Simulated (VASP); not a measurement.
# SrTiO3 (Tausonite) (Pm-3m) in VASP: further runs

The runs below take SrTiO3 (Tausonite) through relaxation of cell and atoms, with PBEsol, PBE.

All numbers are computed with VASP 6.6.1; they aren't measurements. Logs are shortened: lines on timing, memory, paths and dates and some standing lists are left out, and cuts for length are marked.

### 1 Starting point

It takes space group Pm-3m (No. 221, cubic). Conventional cell: a = 3.905 Å, b = 3.905 Å, c = 3.905 Å, α = 90.00°, β = 90.00°, γ = 90.00°. Sr (site symmetry m-3m) has 12 O at 2.76 Å as nearest neighbours. Around Ti (site symmetry m-3m) lie 6 O at 1.95 Å. Around O (site symmetry 4/mmm) lie 2 Ti at 1.95 Å.

### 2 Relaxation of cell and atoms, PBEsol

INCAR

```
SYSTEM = SrTiO3
ALGO = Normal
EDIFF = 1E-6
EDIFFG = -0.01
ENCUT = 600
GGA = PS
IBRION = 2
ISIF = 3
ISMEAR = 0
KPAR = 2
LASPH = .TRUE.
LCHARG = .FALSE.
LREAL = .FALSE.
LWAVE = .FALSE.
NELM = 80
NSW = 90
PREC = Accurate
SIGMA = 0.03
```

KPOINTS

```
k-points
0
G
  8 8 8
  0 0 0
```

POSCAR

```
SrTiO3
1.0
    3.9052800000      0.0000000000      0.0000000000
    0.0000000000      3.9052800000      0.0000000000
    0.0000000000      0.0000000000      3.9052800000
Sr Ti O
1 1 3
Direct
    0.5000000000      0.5000000000      0.5000000000
    0.0000000000      0.0000000000      0.0000000000
    0.5000000000      0.0000000000      0.0000000000
    0.0000000000      0.5000000000      0.0000000000
    0.0000000000      0.0000000000      0.5000000000
```

Potentials or basis: VASP PAW PBE potentials, release 64 (Sr_sv, Ti_sv, O).

Run with:

```sh
cat potpaw_PBE.64/Sr_sv/POTCAR potpaw_PBE.64/Ti_sv/POTCAR potpaw_PBE.64/O/POTCAR > POTCAR
mpirun -np 2 vasp_std > vasp.out
```

OUTCAR:

```text
SYSTEM = SrTiO3
   EDIFF = 1E-6
   EDIFFG = -0.01
   ENCUT = 600
   GGA = PS
   IBRION = 2
   ISIF = 3
   ISMEAR = 0
   LASPH = .TRUE.
   LREAL = .FALSE.
   NELM = 80
   NSW = 90
   PREC = Accurate

 ion  position               nearest neighbor table
   1  0.500  0.500  0.500-   3 2.76   4 2.76   5 2.76   3 2.76   4 2.76   3 2.76   5 2.76   3 2.76
                             4 2.76   5 2.76   4 2.76   5 2.76   2 3.38   2 3.38   2 3.38   2 3.38
   2  0.000  0.000  0.000-   3 1.95   4 1.95   5 1.95   5 1.95   4 1.95   3 1.95   1 3.38   1 3.38
                             1 3.38   1 3.38   1 3.38   1 3.38   1 3.38   1 3.38
   3  0.500  0.000  0.000-   2 1.95   2 1.95   1 2.76   1 2.76   1 2.76   1 2.76
   4  0.000  0.500  0.000-   2 1.95   2 1.95   1 2.76   1 2.76   1 2.76   1 2.76
   5  0.000  0.000  0.500-   2 1.95   2 1.95   1 2.76   1 2.76   1 2.76   1 2.76

  LATTYP: Found a simple cubic cell.
 ALAT       =     3.9052800000

  Lattice vectors:

 A1 = (   3.9052800000,   0.0000000000,   0.0000000000)
 A2 = (   0.0000000000,   3.9052800000,   0.0000000000)
 A3 = (   0.0000000000,   0.0000000000,   3.9052800000)

Analysis of symmetry for initial positions (statically):
=====================================================================
 Subroutine PRICEL returns:
 Original cell was already a primitive cell.

 Routine SETGRP: Setting up the symmetry group for a
 simple cubic supercell.

 Subroutine GETGRP returns: Found 48 space group operations
 (whereof 48 operations were pure point group operations)
 out of a pool of 48 trial point group operations.

The static configuration has the point symmetry O_h .

Analysis of symmetry for dynamics (positions and initial velocities):
=====================================================================
 Subroutine PRICEL returns:
 Original cell was already a primitive cell.

 Routine SETGRP: Setting up the symmetry group for a
 simple cubic supercell.

 Subroutine GETGRP returns: Found 48 space group operations
 (whereof 48 operations were pure point group operations)
 out of a pool of 48 trial point group operations.

The dynamic configuration has the point symmetry O_h .

 Subroutine INISYM returns: Found 48 space group operations
 (whereof 48 operations are pure point group operations),
 and found     1 'primitive' translations

----------------------------------------------------------------------------------------

                                     Primitive cell

  volume of cell :      59.5603

  direct lattice vectors                    reciprocal lattice vectors
     3.905280000  0.000000000  0.000000000     0.256063586  0.000000000  0.000000000
     0.000000000  3.905280000  0.000000000     0.000000000  0.256063586  0.000000000
     0.000000000  0.000000000  3.905280000     0.000000000  0.000000000  0.256063586

  length of vectors
     3.905280000  3.905280000  3.905280000     0.256063586  0.256063586  0.256063586

  position of ions in fractional coordinates (direct lattice)
     0.500000000  0.500000000  0.500000000
     0.000000000  0.000000000  0.000000000
     0.500000000  0.000000000  0.000000000
     0.000000000  0.500000000  0.000000000
     0.000000000  0.000000000  0.500000000

  ion indices of the primitive-cell ions
   primitive index   ion index
                 1           1
                 2           2
                 3           3
                 4           4
                 5           5

----------------------------------------------------------------------------------------

 KPOINTS: k-points

Automatic generation of k-mesh.
 Grid dimensions read from file:
 generate k-points for:    8    8    8

 Generating k-lattice:

  Cartesian coordinates                     Fractional coordinates (reciprocal lattice)
     0.032007948  0.000000000  0.000000000     0.125000000  0.000000000  0.000000000
     0.000000000  0.032007948  0.000000000     0.000000000  0.125000000  0.000000000
     0.000000000  0.000000000  0.032007948     0.000000000  0.000000000  0.125000000

  Length of vectors
     0.032007948  0.032007948  0.032007948

  Shift w.r.t. Gamma in fractional coordinates (k-lattice)
     0.000000000  0.000000000  0.000000000

 Subroutine IBZKPT returns following result:
 ===========================================

 Found     35 irreducible k-points:

 Following reciprocal coordinates:
            Coordinates               Weight
  0.000000  0.000000  0.000000      1.000000
  0.125000  0.000000  0.000000      6.000000
  0.250000  0.000000  0.000000      6.000000
  0.375000  0.000000  0.000000      6.000000
  0.500000  0.000000  0.000000      3.000000
  0.125000  0.125000  0.000000     12.000000
[... 16 lines left out ...]
  0.375000  0.375000  0.125000     24.000000
  0.500000  0.375000  0.125000     24.000000
 [... further k-points ...]
   k-points           NKPTS =     35   k-points in BZ     NKDIM =     35   number of bands    NBANDS=     24
   number of dos      NEDOS =    301   number of ions     NIONS =      5
   total plane-waves  NPLWV =  32768
   dimension x,y,z NGX =    32 NGY =   32 NGZ =   32
   dimension x,y,z NGXF=    64 NGYF=   64 NGZF=   64
   ions per type =               1   1   3
   NGX,Y,Z   is equivalent  to a cutoff of  13.62, 13.62, 13.62 a.u.
   NGXF,Y,Z  is equivalent  to a cutoff of  27.24, 27.24, 27.24 a.u.
 SYSTEM =  SrTiO3
   PREC   = accura    normal or accurate (medium, high low for compatibility)
   ISTART =      0    job   : 0-new  1-cont  2-samecut
   ICHARG =      2    charge: 1-file 2-atom 10-const
   ISPIN  =      1    spin polarized calculation?
   LNONCOLLINEAR =      F non collinear calculations
   LSORBIT =      F    spin-orbit coupling
   LASPH  =      T    aspherical Exc in radial PAW
   ENCUT  =  600.0 eV  44.10 Ry    6.64 a.u.   7.80  7.80  7.80*2*pi/ulx,y,z
   NELM   =     80;   NELMIN=  2; NELMDL= -5     # of ELM steps
   EDIFF  = 0.1E-05   stopping-criterion for ELM
   LREAL  =      F    real-space projection
   EDIFFG = -.1E-01   stopping-criterion for IOM
   NSW    =     90    number of steps for IOM
   IBRION =      2    ionic relax: 0-MD 1-quasi-New 2-CG
   NFREE  =      1    steps in history (QN), initial steepest desc. (CG)
   ISIF   =      3    stress and relaxation
   ISYM   =      2    0-nonsym 1-usesym 2-fastsym
   POTIM  = 0.5000    time-step for ionic-motion
   TEBEG  =    0.0;   TEEND  =   0.0 temperature during run
   PSTRESS=    0.0 pullay stress
   NELECT =      40.0000    total number of electrons
   NUPDOWN=      -1.0000    fix difference up-down
   EMIN   =  10.00;   EMAX   =-10.00  energy-range for DOS
   EFERMI =   0.00;   METHOD = LEGACY
   ISMEAR =     0;   SIGMA  =   0.03  broadening in eV -4-tet -1-fermi 0-gaus
   EFERMI_NEDOS =   21; number of points for ismear=-14 and -15
   IALGO  =     38    algorithm
   IMIX   =      4    mixing-type and parameters
     AMIX     =   0.40;   BMIX     =  1.00
     AMIX_MAG =   1.60;   BMIX_MAG =  1.00
  volume/ion in A,a.u.               =      11.91        80.39
  Fermi-wavevector in a.u.,A,eV,Ry     =   1.433648  2.709203 27.964703  2.055348
  Thomas-Fermi vector in A             =   2.553143
   LORBIT       =      0    0 simple, 1 ext, 2 COOP (PROOUT), +10 PAW based schemes
   GGA     = PS    functional components
   LHFCALC =     F    Hartree Fock is set to
   AEXX    =    0.0000 exact exchange contribution
   IVDW    =     0    specifies the selected vdW correction
   LEPSILON=     F    determine dielectric tensor
   LRPA    =     F    only Hartree local field effects (RPA)
 conjugate gradient relaxation of ions
 non-spin polarized calculation
 Gauss-broadening in eV      SIGMA  =   0.03
  energy-cutoff  :      600.00
  volume of cell :       59.56
 maximum number of plane-waves:      2008
 NGX is ok and might be reduce to    32
   NGX = 15   NGY = 15   NGZ = 15

--------------------------------------- Ionic step        1  -------------------------------------------

 number of electron      39.9999979 magnetization

 Free energy of the ion-electron system (eV)
  ---------------------------------------------------
  ext. energy  EPLUGINS =         0.00000000
  ---------------------------------------------------
  free energy    TOTEN  =       -42.02103690 eV

  energy without entropy =      -42.02103690  energy(sigma->0) =      -42.02103690

------------------------ aborting loop because EDIFF is reached ----------------------------------------

  FORCE on cell =-STRESS in cart. coord.  units (eV):
  Direction    XX          YY          ZZ          XY          YZ          ZX
  --------------------------------------------------------------------------------------
  -------------------------------------------------------------------------------------
  Total       -0.5652723     -0.5652723     -0.5652723      0.0000000      0.0000000      0.0000000
  in kB      -15.2058871    -15.2058871    -15.2058871      0.0000000      0.0000000      0.0000000
  external PRESSURE =     -15.2058871 kB  Pullay stress =       0.0000000 kB
[... 63 lines left out ...]
  energy  without entropy=      -42.0209644681  energy(sigma->0) =      -42.02096447

--------------------------------------- Ionic step        3  -------------------------------------------

 number of electron      39.9999982 magnetization

 Free energy of the ion-electron system (eV)
  ---------------------------------------------------
  ext. energy  EPLUGINS =         0.00000000
  ---------------------------------------------------
  free energy    TOTEN  =       -42.02328934 eV

  energy without entropy =      -42.02328934  energy(sigma->0) =      -42.02328934

 E-fermi :   4.2731     XC(G=0): -11.5816

 val. band max:        4.0886735538   @ k =   0.5000   0.5000   0.5000
 cond. band min:       5.9045215562   @ k =   0.0000   0.0000   0.0000
 fundamental gap:      1.8158480024
 Fermi energy:         4.2730660934

 k-point     1 :       0.0000    0.0000    0.0000
  band No.  band energies     occupation
      1     -52.0790      2.00000
      2     -28.5313      2.00000
      3     -28.4467      2.00000
      4     -28.4467      2.00000
      5     -28.4467      2.00000
      6     -13.2996      2.00000
[... 637 lines left out ...]
     23       8.2736      0.00000
     24       9.9450      0.00000

 [... further k-points ...]

------------------------ aborting loop because EDIFF is reached ----------------------------------------

  FORCE on cell =-STRESS in cart. coord.  units (eV):
  Direction    XX          YY          ZZ          XY          YZ          ZX
  --------------------------------------------------------------------------------------
  -------------------------------------------------------------------------------------
  Total       -0.0033623     -0.0033623     -0.0033623     -0.0000000     -0.0000000      0.0000000
  in kB       -0.0911807     -0.0911807     -0.0911807     -0.0000000     -0.0000000      0.0000000
  external PRESSURE =      -0.0911807 kB  Pullay stress =       0.0000000 kB
[... 20 lines left out ...]
  FREE ENERGIE OF THE ION-ELECTRON SYSTEM (eV)
  ---------------------------------------------------
  free  energy   TOTEN  =       -42.0232893435 eV

  energy  without entropy=      -42.0232893435  energy(sigma->0) =      -42.02328934

 reached required accuracy - stopping structural energy minimisation
```

It took 35 s on 2 MPI ranks of Intel Xeon Platinum 8559C (Emerald Rapids), shared host; peak memory 0.22 GiB.

Results:

```
Free energy                            : -42.0233 eV
Relaxed volume                         : 11.82 Å³/atom
Relaxed cell                           : a = 3.895 Å, b = 3.895 Å, c = 3.895 Å, α = 90.00°, β = 90.00°, γ = 90.00°
Space group after relaxing (to 0.05 Å) : Pm-3m (No. 221)
Energy gained by relaxing              : 0.5 meV/atom
Ionic steps                            : 3
Pressure after relaxing                : 0.0 GPa
Band gap on the k mesh                 : 1.82 eV, indirect (least direct gap 2.17 eV)
```

The path:
```tsv
step	energy change (eV)	largest force (eV/Å)	pressure (GPa)	volume (Å³)
1	0.0000	0.0000	-1.52	59.56
2	0.0001	0.0000	1.55	58.59
3	-0.0023	0.0000	-0.01	59.08
```

Final structure:
```xyz
5
Lattice="3.8947 0.0000 0.0000 0.0000 3.8947 0.0000 0.0000 0.0000 3.8947" Properties=species:S:1:pos:R:3 pbc="T T T"
Sr    1.9474    1.9474    1.9474
Ti    0.0000    0.0000    0.0000
O     1.9474    0.0000    0.0000
O     0.0000    1.9474    0.0000
O     0.0000    0.0000    1.9474
```

Levels at points of the mesh, in eV from the valence-band top:
```
           k point  band 16  band 17  band 18  band 19  band 20  band 21  band 22  band 23  band 24
(0.00, 0.00, 0.00)    -1.20    -1.20    -0.35    -0.35    -0.35     1.82     1.82     1.82     4.39
(0.50, 0.00, 0.00)    -2.41    -2.41    -2.06    -0.74    -0.74     2.00     3.82     3.82     4.41
(0.50, 0.50, 0.00)    -2.94    -1.74    -1.60    -1.60    -0.10     3.83     3.83     4.28     5.38
(0.50, 0.50, 0.50)    -3.80    -3.80     0.00     0.00     0.00     4.52     4.52     4.52     6.90
```

Caveat: the PAW data sets were made with another functional, which shifts forces and pressure a little.

(Continued in part 2 of 2.)
